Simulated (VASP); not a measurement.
# Ca (Fm-3m) in VASP: elastic constants with r2SCAN

Aim: the elastic constants of Ca with r2SCAN.

Everything below comes from runs of VASP 6.6.1. Logs are shortened: lines on timing, memory, paths and dates and some standing lists are left out, and cuts for length are marked.

### Step 1. The crystal as given

It takes space group Fm-3m (No. 225, cubic). The conventional cell has a = 5.601 Å, b = 5.601 Å, c = 5.601 Å, α = 90.00°, β = 90.00°, γ = 90.00°. Ca (site symmetry m-3m) has 12 Ca at 3.96 Å as nearest neighbours.

### Step 2. Elastic constants, r2SCAN

Input file POSCAR:

```
Ca
1.0
    0.0000000000      2.8005000000      2.8005000000
    2.8005000000      0.0000000000      2.8005000000
    2.8005000000      2.8005000000      0.0000000000
Ca
1
Direct
    0.0000000000      0.0000000000      0.0000000000
```

Input file INCAR.step1:

```
PREC = Accurate ; ENCUT = 600
EDIFF = 1E-8 ; ISMEAR = 0
SIGMA = 0.1 ; LREAL = False
LASPH = True ; NELM = 60
ALGO = Normal ; ISIF = 3
LWAVE = False ; LCHARG = False
METAGGA = R2SCAN ; LMIXTAU = True
IBRION = 2 ; NSW = 40
EDIFFG = -0.002
```

Input file INCAR.step2:

```
PREC = Accurate ; ENCUT = 600
EDIFF = 1E-8 ; ISMEAR = 0
SIGMA = 0.1 ; LREAL = False
LASPH = True ; NELM = 60
ALGO = Normal ; ISIF = 3
LWAVE = False ; LCHARG = False
METAGGA = R2SCAN ; LMIXTAU = True
IBRION = 6 ; NFREE = 2
POTIM = 0.015 ; NSW = 1
```

Input file KPOINTS:

```
regular mesh
0
Gamma
  14 14 14
```

Potentials or basis: VASP PAW PBE potentials, release 64 (Ca_sv).

Started as:

```console
$ cat potpaw_PBE.64/Ca_sv/POTCAR > POTCAR
$ cp INCAR.step1 INCAR
$ mpirun -np 1 vasp_std > vasp.out
$ cp CONTCAR POSCAR
$ cp INCAR.step2 INCAR
$ mpirun -np 1 vasp_std > vasp.out
```

OUTCAR:

```text
PREC = Accurate
   ENCUT = 600
   EDIFF = 1E-8
   ISMEAR = 0
   LREAL = False
   LASPH = True
   NELM = 60
   ISIF = 3
   METAGGA = R2SCAN
   IBRION = 6
   NFREE = 2
   POTIM = 0.015
   NSW = 1

 ion  position               nearest neighbor table
   1  0.000  0.000  0.000-

  LATTYP: Found a face centered cubic cell.
 ALAT       =     5.5771618488

  Lattice vectors:

 A1 = (   0.0000000000,   2.7885809244,   2.7885809244)
 A2 = (   2.7885809244,   0.0000000000,   2.7885809244)
 A3 = (   2.7885809244,   2.7885809244,   0.0000000000)

Analysis of symmetry for initial positions (statically):
=====================================================================
 Subroutine PRICEL returns:
 Original cell was already a primitive cell.

 Routine SETGRP: Setting up the symmetry group for a
 face centered cubic supercell.

 Subroutine GETGRP returns: Found 48 space group operations
 (whereof 48 operations were pure point group operations)
 out of a pool of 48 trial point group operations.

The static configuration has the point symmetry O_h .

Analysis of symmetry for dynamics (positions and initial velocities):
=====================================================================
 Subroutine PRICEL returns:
 Original cell was already a primitive cell.

 Routine SETGRP: Setting up the symmetry group for a
 face centered cubic supercell.

 Subroutine GETGRP returns: Found 48 space group operations
 (whereof 48 operations were pure point group operations)
 out of a pool of 48 trial point group operations.

The dynamic configuration has the point symmetry O_h .

 Subroutine INISYM returns: Found 48 space group operations
 (whereof 48 operations are pure point group operations),
 and found     1 'primitive' translations

----------------------------------------------------------------------------------------

                                     Primitive cell

  volume of cell :      43.3690

  direct lattice vectors                    reciprocal lattice vectors
     0.000000000  2.788580924  2.788580924    -0.179302668  0.179302668  0.179302668
     2.788580924  0.000000000  2.788580924     0.179302668 -0.179302668  0.179302668
     2.788580924  2.788580924  0.000000000     0.179302668  0.179302668 -0.179302668

  length of vectors
     3.943648963  3.943648963  3.943648963     0.310561331  0.310561331  0.310561331

  position of ions in fractional coordinates (direct lattice)
     0.000000000  0.000000000  0.000000000

  ion indices of the primitive-cell ions
   primitive index   ion index
                 1           1

----------------------------------------------------------------------------------------

 KPOINTS: regular mesh

Automatic generation of k-mesh.
 Grid dimensions read from file:
 generate k-points for:   14   14   14

 Generating k-lattice:

  Cartesian coordinates                     Fractional coordinates (reciprocal lattice)
    -0.012807333  0.012807333  0.012807333     0.071428571  0.000000000  0.000000000
     0.012807333 -0.012807333  0.012807333     0.000000000  0.071428571  0.000000000
     0.012807333  0.012807333 -0.012807333     0.000000000  0.000000000  0.071428571

  Length of vectors
     0.022182952  0.022182952  0.022182952
[... 96 lines left out ...]

 Free energy of the ion-electron system (eV)
  ---------------------------------------------------
  ext. energy  EPLUGINS =         0.00000000
  ---------------------------------------------------
  free energy    TOTEN  =        -7.03672508 eV

  energy without entropy =       -7.03052811  energy(sigma->0) =       -7.03362659

------------------------ aborting loop because EDIFF is reached ----------------------------------------

  FORCE on cell =-STRESS in cart. coord.  units (eV):
  Direction    XX          YY          ZZ          XY          YZ          ZX
  --------------------------------------------------------------------------------------
  -------------------------------------------------------------------------------------
  Total       -0.0013973     -0.0013973     -0.0013973     -0.0000000      0.0000000      0.0000000
  in kB       -0.0516217     -0.0516217     -0.0516217     -0.0000000      0.0000000      0.0000000
  external PRESSURE =      -0.0516217 kB  Pullay stress =       0.0000000 kB
[... 86 lines left out ...]
  FREE ENERGIE OF THE ION-ELECTRON SYSTEM (eV)
  ---------------------------------------------------
  free  energy   TOTEN  =        -7.0360397666 eV

  energy  without entropy=       -7.0297386655  energy(sigma->0) =       -7.03288922

[... ionic steps 4 to 12 ...]

--------------------------------------- Ionic step       13  -------------------------------------------

 number of electron      10.0000001 magnetization

------------------------ aborting loop because EDIFF is reached ----------------------------------------
[... 65 lines left out ...]
--------------------------------------- Ionic step       15  -------------------------------------------

 number of electron      10.0000001 magnetization

 Free energy of the ion-electron system (eV)
  ---------------------------------------------------
  ext. energy  EPLUGINS =         0.00000000
  ---------------------------------------------------
  free energy    TOTEN  =        -7.03672305 eV

  energy without entropy =       -7.03052609  energy(sigma->0) =       -7.03362457

 E-fermi :   1.8828     XC(G=0):  -8.1319

 val. band max:        1.8555382547   @ k =  -0.3571   0.5000   0.1429
 cond. band min:       1.8854296299   @ k =  -0.4286   0.0714   0.0000
 fundamental gap:      0.0298913752
 Fermi energy:         1.8828028752

 k-point     1 :       0.0000    0.0000    0.0000
  band No.  band energies     occupation
      1     -41.9539      2.00000
      2     -21.9852      2.00000
      3     -21.9852      2.00000
      4     -21.9851      2.00000
      5      -2.3513      2.00000
      6       4.5582      0.00000
      7       4.5583      0.00000
      8       4.5583      0.00000
      9       5.6549      0.00000
[... 265 lines left out ...]
 k-point    24 :       0.2857    0.1429    0.0000
  band No.  band energies     occupation
      1     -41.9463      2.00000
      2     -22.0513      2.00000
      3     -22.0034      2.00000
      4     -22.0020      2.00000
      5      -1.0896      2.00000
      6       3.4923      0.00000
      7       4.4934      0.00000
      8       4.8627      0.00000
      9       5.3089      0.00000

 [... further k-points ...]

------------------------ aborting loop because EDIFF is reached ----------------------------------------

  FORCE on cell =-STRESS in cart. coord.  units (eV):
  Direction    XX          YY          ZZ          XY          YZ          ZX
  --------------------------------------------------------------------------------------
  -------------------------------------------------------------------------------------
  Total       -0.0014053     -0.0014053     -0.0014053     -0.0000000      0.0000000      0.0000000
  in kB       -0.0519163     -0.0519163     -0.0519163     -0.0000000      0.0000000      0.0000000
  external PRESSURE =      -0.0519163 kB  Pullay stress =       0.0000000 kB
[... 16 lines left out ...]
  FREE ENERGIE OF THE ION-ELECTRON SYSTEM (eV)
  ---------------------------------------------------
  free  energy   TOTEN  =        -7.0367230543 eV

  energy  without entropy=       -7.0305260932  energy(sigma->0) =       -7.03362457

 INTERNAL STRAIN TENSORS FROM STRAINED CELLS
 ============================================

 INTERNAL STRAIN TENSOR FOR ION    1 for displacements in x,y,z  (eV/Angst):
          X           Y           Z          XY          YZ          ZX
  --------------------------------------------------------------------------------
  x     0.00000     0.00000    -0.00000     0.00000    -0.00000     0.00000
  y     0.00000     0.00000    -0.00000     0.00000     0.00000    -0.00000
  z     0.00000     0.00000     0.00000     0.00000    -0.00000     0.00000

 INTERNAL STRAIN TENSORS FROM DISPLACED ATOMS
 ============================================

 INTERNAL STRAIN TENSOR FOR ION    1 for displacements in x,y,z  (eV/Angst):
          X           Y           Z          XY          YZ          ZX
  --------------------------------------------------------------------------------
  x     0.00000     0.00000     0.00000     0.00000     0.00000     0.00000
  y     0.00000     0.00000     0.00000     0.00000     0.00000     0.00000
  z     0.00000     0.00000     0.00000     0.00000     0.00000     0.00000

 Eigenvectors and eigenvalues of the dynamical matrix
 ----------------------------------------------------

   1 f/i=    0.000000 THz     0.000000 2PiTHz    0.000000 cm-1     0.000000 meV
             X         Y         Z           dx          dy          dz
      0.000000  0.000000  0.000000     0.811804   -0.583929    0.000000

   2 f/i=    0.000000 THz     0.000000 2PiTHz    0.000000 cm-1     0.000000 meV
             X         Y         Z           dx          dy          dz
      0.000000  0.000000  0.000000    -0.583929   -0.811804    0.000000

   3 f/i=    0.000000 THz     0.000000 2PiTHz    0.000000 cm-1     0.000000 meV
             X         Y         Z           dx          dy          dz
      0.000000  0.000000  0.000000     0.000000    0.000000    1.000000

--------------------------------------------------------------------------------------------------------

 ELASTIC MODULI CONTR FROM IONIC RELAXATION (kBar)
 Direction    XX          YY          ZZ          XY          YZ          ZX
 --------------------------------------------------------------------------------
 XX           0.0000      0.0000      0.0000      0.0000      0.0000      0.0000
 YY           0.0000      0.0000      0.0000      0.0000      0.0000      0.0000
 ZZ           0.0000      0.0000      0.0000      0.0000      0.0000      0.0000
 XY           0.0000      0.0000      0.0000      0.0000      0.0000      0.0000
 YZ           0.0000      0.0000      0.0000      0.0000      0.0000      0.0000
 ZX           0.0000      0.0000      0.0000      0.0000      0.0000      0.0000
 --------------------------------------------------------------------------------

 TOTAL ELASTIC MODULI (kBar)
 Direction    XX          YY          ZZ          XY          YZ          ZX
 --------------------------------------------------------------------------------
 XX         233.7337    151.9221    151.9221      0.0000      0.0000      0.0000
 YY         151.9221    233.7337    151.9221      0.0000     -0.0000      0.0000
 ZZ         151.9221    151.9221    233.7337      0.0000      0.0000      0.0000
 XY           0.0000      0.0000      0.0000    176.5506      0.0000      0.0000
 YZ           0.0000     -0.0000      0.0000      0.0000    176.5506      0.0000
 ZX           0.0000      0.0000      0.0000      0.0000      0.0000    176.5506
 --------------------------------------------------------------------------------
```

Run time: 85 min. Hardware: 1 thread of Intel Xeon Platinum 8488C (Sapphire Rapids), shared host; peak memory 0.74 GiB.

Results:

- Relaxed volume: 43.37 Å³/atom
- Relaxed cell: a = 3.944 Å, b = 3.944 Å, c = 3.944 Å, α = 60.00°, β = 60.00°, γ = 60.00°
- Space group after relaxing (to 0.05 Å): Fm-3m (No. 225)
- Elastic constants C11, C12, C44: 23, 15, 18 GPa
- Voigt bulk modulus: 18 GPa

Step by step:
```csv
step,energy change (eV),largest force (eV/Å),pressure (GPa),volume (Å³)
1,0.0000,0.0000,-0.23,43.93
2,-0.0004,0.0000,-0.07,43.53
3,-0.0004,0.0000,0.00,43.37
```

Final structure:
```yaml
crystal:
  lattice:
    - [0.00000, 2.78858, 2.78858]
    - [2.78858, 0.00000, 2.78858]
    - [2.78858, 2.78858, 0.00000]
  atoms:
    - { symbol: Ca, position: [0.00000, 0.00000, 0.00000] }
```

Elastic tensor in Voigt notation (GPa, in the Cartesian axes of the cell as first typed):
```
23 15 15  0  0  0
15 23 15  0  0  0
15 15 23  0  0  0
 0  0  0 18  0  0
 0  0  0  0 18  0
 0  0  0  0  0 18
```

Clamped-ion elastic tensor (GPa):
```
23 15 15  0  0  0
15 23 15  0  0  0
15 15 23  0  0  0
 0  0  0 18  0  0
 0  0  0  0 18  0
 0  0  0  0  0 18
```

Caveat: the PAW data sets were made with another functional, which shifts forces and pressure a little.
